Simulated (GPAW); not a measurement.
Sc in GPAW: convergence with bands over the usual count

Input of the first run (bands over the usual count 0.72); the others differ in this setting and in those tied to it:

Contents of run.py:

```python
from ase.dft.bandgap import bandgap
from ase.io import read, write
from ase.units import GPa
from gpaw import GPAW, PW

atoms = read('POSCAR')

calc = GPAW(mode=PW(600),
            xc='PBE',
            kpts={'size': (3, 3, 5), 'gamma': True},
            occupations={'name': 'fermi-dirac', 'width': 0.05},
            nbands=30,
            convergence={'density': 1e-05, 'energy': 1e-05},
            maxiter=100,
            txt='gpaw.txt')
atoms.calc = calc
energy = atoms.get_potential_energy()
forces = atoms.get_forces()
stress = atoms.get_stress()
calc.write('gs.gpw')
write('result.traj', atoms)
print(f'Energy: {energy:.6f} eV')
print('Forces (eV/A):')
print(forces.round(4))
print('Stress (GPa):', (stress / GPa).round(3))
print('Fermi level:', round(calc.get_fermi_level(), 4), 'eV')
print(f'Gap: {bandgap(calc)[0]:.4f} eV, direct: {bandgap(calc, direct=True)[0]:.4f} eV')
```

The input POSCAR:

```
Sc
1.0
    5.4226760000      0.0000000000      0.0000000000
    0.0000000000      5.4226760000      0.0000000000
    0.0000000000      0.0000000000      3.4352060000
Sc
4
Direct
    0.0000000000      0.5000000000      0.4673360000
    0.5000000000      0.0000000000      0.5326640000
    0.0000000000      0.0000000000      0.0000000000
    0.5000000000      0.5000000000      0.0000000000
```

Potentials or basis: GPAW PAW data sets (gpaw-data 1.2.1), pw.

Command:

```sh
$ OMP_NUM_THREADS=1 python run.py
```

This isn't the form of Sc at room conditions, which is hcp.

Hardware: 1 thread of Arm Neoverse V2 (shared host).

| bands over the usual count | energy less the tightest run, at zero smearing (meV/atom) | SCF cycles | CPU time (s) | peak memory (GiB) |
| --- | --- | --- | --- | --- |
| 0.72 | 0.00 | 15 | 19 | 0.19 |
| 0.8 | 0.00 | 14 | 19 | 0.19 |
| 0.9 | 0.00 | 13 | 20 | 0.19 |
| 1 | 0.00 | 11 | 20 | 0.19 |
| 1.3 | 0.00 | 12 | 27 | 0.2 |
| 1.7 | 0.00 | 12 | 37 | 0.21 |
| 2.5 | 0.00 | 18 | 82 | 0.23 |

Against the tightest run, the energy stays within 1 meV/atom from 0.72 on. The tightest run that finished is the yardstick and may itself not be fully converged.

Caveat, for the tightest run too: the k mesh is coarse (spacing up to 0.39 Å⁻¹), so the values aren't converged.
